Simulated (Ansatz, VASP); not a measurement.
# MgB2: VASP beside Ansatz

INCAR

```
PREC = Accurate ; ENCUT = 520
EDIFF = 1E-6 ; ISMEAR = 0
SIGMA = 0.014 ; LREAL = False
LASPH = True ; NELM = 80
ALGO = Normal ; ISIF = 2
LWAVE = False ; LCHARG = False
GGA = PE ; NBANDS = 11
```

File KPOINTS:

```
regular mesh
0
Gamma
  10 10 8
```

The input POSCAR:

```
MgB2
1.0
    3.0850000000      0.0000000000      0.0000000000
   -1.5425000000      2.6716883707      0.0000000000
    0.0000000000      0.0000000000      3.5230000000
Mg B
1 2
Direct
    0.0000000000      0.0000000000      0.0000000000
    0.6666666667      0.3333333333      0.5000000000
    0.3333333333      0.6666666667      0.5000000000
```

The input input.yaml:

```yaml
crystal:
  lattice:
    - [3.085, 0.0, 0.0]
    - [-1.5425, 2.6716883707, 0.0]
    - [0.0, 0.0, 3.523]
  atoms:
    - { symbol: Mg, position: [0.0, 0.0, 0.0] }
    - { symbol: B, position: [0.6666666667, 0.3333333333, 0.5] }
    - { symbol: B, position: [0.3333333333, 0.6666666667, 0.5] }
hamiltonian:
  xc: pbe
  pseudopotentials: { kind: paw }
kpoints:
  mp_grid: { grid: [10, 10, 8] }
scf:
  occupations: { method: gaussian, width: 0.014 }
output:
  forces: true
  stress: true
  eigenvalues: true
```

Alike in both runs: task single point; functional PBE; k mesh 10 × 10 × 8; occupations gaussian, width 0.014 eV; no spin polarisation.

|  | VASP | Ansatz |
| --- | --- | --- |
| version | VASP 6.6.1 | Ansatz 0.2.0 |
| potentials or method | VASP PAW PBE potentials, release 64 (Mg, B) | Ansatz PAW |
| plane-wave cutoff (eV) | 520 | 420 |
| valence electrons in the cell | 8 | 16 |

```csv
,VASP,Ansatz,Ansatz less VASP
gap on the k mesh at the Fermi level (eV),none,none,-
pressure (GPa),-1.1,-0.9,+0.26
largest component of the traceless stress (GPa),0.76,0.64,-0.119
```

A gap of «none» marks a metal or a gap that the smearing closes. The functional is the same, so the differences come from potentials, cutoffs and numerics. The two sets of potentials don't hold the same shells in valence.
